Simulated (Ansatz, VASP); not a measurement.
# One calculation of KF, two programs

File POSCAR:

```
KF
1.0
    0.0000000000      2.7403375000      2.6735000000
    2.7403375000      0.0000000000      2.6735000000
    2.7403375000      2.7403375000      0.0000000000
K F
1 1
Direct
    0.0000000000      0.0000000000      0.0000000000
    0.5000000000      0.5000000000      0.5000000000
```

INCAR.step1

```
SYSTEM = KF
PREC     = Accurate       ! precision mode
ENCUT    = 520            ! plane-wave cutoff, eV
ISMEAR   = 0              ! smearing method
SIGMA    = 0.05           ! smearing width, eV
LREAL    = .False.        ! projectors in reciprocal space
LASPH    = .True.         ! aspherical terms in the spheres
NELM     = 80             ! most SCF steps
NBANDS   = 15             ! bands
GGA      = PE             ! functional
ALGO     = Normal         ! electronic algorithm
EDIFF    = 1E-4           ! SCF threshold, eV
LWAVE    = .True.         ! write WAVECAR
LCHARG   = .False.        ! write CHGCAR
```

INCAR.step2

```
SYSTEM = KF
PREC     = Accurate       ! precision mode
ENCUT    = 520            ! plane-wave cutoff, eV
EDIFF    = 1E-6           ! SCF threshold, eV
ISMEAR   = 0              ! smearing method
SIGMA    = 0.05           ! smearing width, eV
LREAL    = .False.        ! projectors in reciprocal space
LASPH    = .True.         ! aspherical terms in the spheres
NELM     = 80             ! most SCF steps
ALGO     = Normal         ! electronic algorithm
ISIF     = 2              ! what is computed and relaxed
LWAVE    = .False.        ! write WAVECAR
LCHARG   = .False.        ! write CHGCAR
METAGGA  = R2SCAN         ! meta-GGA
LMIXTAU  = .True.       
NBANDS   = 15             ! bands
ISTART   = 1
```

Contents of KPOINTS:

```
regular mesh
0
Gamma
  8 8 8
  0 0 0
```

Input for Ansatz:

```yaml
crystal:
  lattice:
    - [0.0, 2.7403375, 2.6735]
    - [2.7403375, 0.0, 2.6735]
    - [2.7403375, 2.7403375, 0.0]
  atoms:
    - { symbol: K, position: [0.0, 0.0, 0.0] }
    - { symbol: F, position: [0.5, 0.5, 0.5] }
basis:
  ecutwfc: 500
kpoints:
  mp_grid: { grid: [8, 8, 8] }
hamiltonian:
  xc: r2scan
scf:
  occupations: { method: gaussian, width: 0.05 }
output:
  forces: true
  stress: true
  eigenvalues: true
```

Change from the starting cell: strain +0.025 along x and y, +0.000 along z, atoms carried along.

Alike in both runs: task single point; functional r2SCAN; k mesh 8 × 8 × 8; occupations gaussian, width 0.05 eV; no spin polarisation.

|  | VASP | Ansatz |
| --- | --- | --- |
| version | VASP 6.6.1 | Ansatz 0.2.0 |
| potentials or method | VASP PAW PBE potentials, release 64 (K_sv, F) | scalar-relativistic, plane waves, PAW |
| plane-wave cutoff (eV) | 520 | 500 |
| valence electrons in the cell | 16 | 16 |

```csv
,VASP,Ansatz,Ansatz less VASP
gap on the k mesh at the Fermi level (eV),6.54,6.54,+0.001
least direct gap on the mesh (eV),6.54,6.54,+0.001
pressure (GPa),-2.0,-1.9,+0.05
largest component of the traceless stress (GPa),0.76,0.74,-0.021
```

With one functional, cell and mesh, what is left measures potentials, basis and numerics.

Caveats: the PAW data sets were made with another functional, which shifts forces and pressure a little (VASP). A k mesh can miss the band edges.
